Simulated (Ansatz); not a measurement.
# Rh (Fm-3m) in Ansatz: equation of state

How stiff is Rh in PBEsol, and what volume does it want? The cell is scaled to several volumes.

Everything below comes from runs of Ansatz 0.2.0. Logs are shortened: lines on timing, memory, paths and dates and some standing lists are left out, and cuts for length are marked.

**The experiment to reproduce.**

“Thermal equation of state of rhodium characterized by XRD in a resistively heated diamond anvil cell”, 2024, pmc:11535440 quotes, for a bulk crystal of Rh: bulk modulus 264 ± 1 GPa.

The runs below are set against these values where they give the same quantity.

## 1. Starting point

It takes space group Fm-3m (No. 225, cubic). The conventional cell has a = 3.796 Å, b = 3.796 Å, c = 3.796 Å, α = 90.00°, β = 90.00°, γ = 90.00°. Around Rh (site symmetry m-3m) lie 12 Rh at 2.68 Å.

## 2. Equation of state, PBEsol

Potentials or basis: all-electron LAPW, scalar-relativistic.

No new run: the results of the series are fitted here.

Results:

```yaml
Equilibrium_volume: 13.49 Å³/atom
Bulk_modulus: 296 GPa
Pressure_derivative_of_the_bulk_modulus: 5.1
```

Energy against volume, from the lowest point:
| volume (Å³/atom) | energy (meV/atom) |
| --- | --- |
| 12.851 | 30.69 |
| 13.125 | 9.28 |
| 13.398 | 0.00 |
| 13.671 | 1.43 |
| 13.945 | 12.35 |
| 14.218 | 31.64 |
| 14.492 | 58.30 |

## 3. How close it comes

Step 2. Against the measured bulk modulus of Rh, 264 GPa (quoted in “Thermal equation of state of rhodium characterized by XRD in a resistively heated diamond anvil cell”, 2024, pmc:11535440), the calculated 296 GPa is off by +12.3 %. The fit is for a static lattice scaled at fixed shape and fixed fractional positions.
